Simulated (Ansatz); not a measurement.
Problem. ZrO2 in space group P4_2/nmc (No. 137; Zr on 2a, O on 4d) is relaxed with plane-wave PAW PBEsol (Ansatz code). What lattice parameters of the conventional cell result?

Solution. a = 3.584 Å, c = 5.177 Å.

Problem. Give the free coordinates with the occupied sites.

Solution. In one choice of origin and axes:

```
atom  site  symmetry       x       y       z
----  ----  --------  ------  ------  ------
Zr      2a      -4m2  0.0000  0.0000  0.0000
O       4d      2mm.  0.0000  0.5000  0.2015
```

Problem. Is it a metal or does it have a gap at this level?

Solution. A gap of 4.00 eV, indirect.

This is a known high-temperature phase of the composition, computed here at zero pressure and temperature. The PBEsol relaxation kept the symmetry of its start; whether a distortion lowers the energy is not shown. No spin polarisation was allowed. Scalar-relativistic: spin–orbit coupling is off unless named, which matters more the heavier the elements.

Potentials: the later of the program's two PAW sets.
